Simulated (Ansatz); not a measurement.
Relaxed-ion elastic tensor of ZrO2 in space group P4_2/nmc (No. 137; Zr on 2a, O on 4d) in GPa (Voigt order), PBE in the plane-wave PAW code Ansatz; density 5.91 g/cm³, 11.54 Å³ per atom.

|  | 1 | 2 | 3 | 4 | 5 | 6 |
|---|---|---|---|---|---|---|
| 1 | 336 | 211 | 52.2 | 0.0 | 0.0 | 0.0 |
| 2 | 211 | 336 | 52.2 | 0.0 | 0.0 | 0.0 |
| 3 | 52.2 | 52.2 | 248 | 0.0 | 0.0 | 0.0 |
| 4 | 0.0 | 0.0 | 0.0 | 8.8 | 0.0 | 0.0 |
| 5 | 0.0 | 0.0 | 0.0 | 0.0 | 8.8 | 0.0 |
| 6 | 0.0 | 0.0 | 0.0 | 0.0 | 0.0 | 152 |

Task: Is the crystal mechanically stable?

Result: Yes: the smallest eigenvalue of C is 8.8 GPa.

Task: Work out the Voigt and Reuss bounds. Is their mean of use?

Result: K_V = 172, K_R = 156; G_V = 74.2, G_R = 19.4 GPa. The bounds lie so far apart that a Hill average or a Debye temperature from it would say little.

This is a known high-temperature phase of the composition, computed here at zero pressure and temperature. The cell was relaxed with PBE under the symmetry of its start; phonons on a q-mesh show no instability. No spin polarisation was allowed.

Potentials: the later of the program's two PAW sets.
